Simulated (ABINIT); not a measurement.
Au in ABINIT: the effect of functional

Au:

```
CELL_PARAMETERS angstrom
-1.65727 1.65727 1.65727
1.65727 -1.65727 1.65727
1.65727 1.65727 -1.65727
ATOMIC_POSITIONS crystal
Au 0.00000 0.00000 0.00000
```

This isn't the form of Au at room conditions, which is fcc.

Alike in all runs:

- Program: ABINIT 10.8.3 (patched build)
- Task: band structure
- Potentials or basis: JTH PAW PBE v2.0
- Cutoff: 653 eV
- k mesh: 11 × 11 × 11
- Occupations: fermi-dirac, width 0.05 eV
- Spin: no spin polarisation

```tsv
functional	pressure (GPa)
LDA	?
PBEsol	-8.4
BLYP	9.4
AM05	-8.9
r2SCAN	-3.7
SCAN	-7.1
```

Q: What does the run with functional LDA give?

A: Pressure -12.4 GPa.

Caveats: the PAW data sets were made with another functional, which shifts forces and pressure a little.
